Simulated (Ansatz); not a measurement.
# MgO: the cost of one run

Computed with Ansatz 0.2.0 (DFT r2SCAN, scalar-relativistic, plane waves, PAW, unless a step's input says otherwise).

## (1) The structure to begin with

The structure is hexagonal, space group P-6m2 (No. 187). Conventional cell: a = 2.938 Å, b = 2.938 Å, c = 2.680 Å, α = 90.00°, β = 90.00°, γ = 120.00°. Mg (site symmetry -6m2) is surrounded by 6 O at 2.16 Å. Around O (site symmetry -6m2) lie 6 Mg at 2.16 Å.

Structure file:

```cif
data_structure
_symmetry_space_group_name_H-M 'P 1'
_symmetry_Int_Tables_number 1
_cell_length_a 2.9380
_cell_length_b 2.9380
_cell_length_c 2.6797
_cell_angle_alpha 90.000
_cell_angle_beta 90.000
_cell_angle_gamma 120.000
_cell_volume 20.03
loop_
_atom_site_label
_atom_site_type_symbol
_atom_site_fract_x
_atom_site_fract_y
_atom_site_fract_z
_atom_site_occupancy
Mg1 Mg 0.00000 0.00000 0.00000 1
O1 O 0.33333 0.66667 0.50000 1
```

The structure comes from the Materials Project (structure only).

## (2) A first look at the start

The input, input.yaml:

```yaml
crystal:
  lattice:
    - [2.9380209034, 0.0, 0.0]
    - [-1.4690104517, 2.5444007392, 0.0]
    - [0.0, 0.0, 2.67968]
  atoms:
    - { symbol: Mg, position: [0.0, 0.0, 0.0] }
    - { symbol: O, position: [0.33333333, 0.66666667, 0.5] }
basis:
  ecutwfc: 500
kpoints:
  mp_grid: { grid: [9, 9, 6] }
hamiltonian:
  xc: r2scan
scf:
  occupations: { method: gaussian, width: 0.1 }
output:
  forces: true
  stress: true
  eigenvalues: true
```

Run with:

```bash
ansatz run input.yaml --threads 1 --pin off --max-ram 1228MiB --backend cpu --events-out ev --progress --plain --runs-dir out
```

Q: Estimate wall time and peak memory on 1 thread of an Arm CPU, shared host.

About 3 s, with a peak of 0.31 GiB.
